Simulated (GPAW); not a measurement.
MoS2, 3 atoms in the cell. It takes space group P-3m1 (No. 164, trigonal). Conventional cell: a = 3.270 Å, b = 3.270 Å, c = 6.396 Å, α = 90.00°, β = 90.00°, γ = 120.00°. Mo (site symmetry -3m) is surrounded by 6 S at 2.45 Å. S (site symmetry 3m) has 3 Mo at 2.45 Å as nearest neighbours. Measurements of this composition are mostly on another form, of space group No. 194. The cell isn't the ideal one: volume scaled by 1.04.

| Property | Result |
| --- | --- |
| Program | GPAW 26.7.0 |
| Task | single point |
| Functional | r2SCAN |
| Potentials or basis | GPAW PAW data sets (gpaw-data 1.2.1) |
| Cutoff | 500 eV |
| Basis | pw |
| k mesh | 8 × 8 × 4 |
| Occupations | fermi-dirac, width 0.05 eV |
| Spin | no spin polarisation |
| Maxiter | 120 |
| Convergence | default |

Potentials or basis: GPAW PAW data sets (gpaw-data 1.2.1), pw.

The run is started by

```console
$ OMP_NUM_THREADS=1 python run.py
```

Hardware: 1 thread of Arm Neoverse V2, on a shared host.

How long does it take, and how much memory?

Wall time 80 s on 1 thread of Arm Neoverse V2 (shared host), peak memory 0.29 GiB. Counts: scf iterations 10, plane waves 1526, bands 25, k points 35.
